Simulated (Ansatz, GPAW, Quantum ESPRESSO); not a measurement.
**One calculation of ZrC, 3 ways**

```
CELL_PARAMETERS angstrom
0.00000 2.36500 2.36500
2.36500 0.00000 2.36500
2.36500 2.36500 0.00000
ATOMIC_POSITIONS crystal
Zr 0.50000 0.50000 0.50000
C 0.00000 0.00000 0.00000
```

Alike in all runs: task band structure; functional LDA; k mesh 10 × 10 × 10; occupations fermi-dirac, width 0.05 eV; no spin polarisation; no spin-orbit coupling. LDA stands for any of its common fits. Pressure is positive in compression and, in plane waves, holds the error of the finite cutoff.

```tsv
program and potentials	plane-wave cutoff (eV)	notes	pressure (GPa)
GPAW, the program's PAW data sets (release 1.2.1) made for this functional	800	-	-13.69
Quantum ESPRESSO, PseudoDojo 0.4.1 SR LDA standard	1116	-	-12.25
Ansatz, all-electron LAPW, scalar-relativistic	-	-	?
```

Problem. Estimate from the other rows what the run with Ansatz, all-electron LAPW, scalar-relativistic gave.

Solution. Pressure -12.41 GPa. The other rows, which needn't bracket it: pressure -13.69 to -12.25.
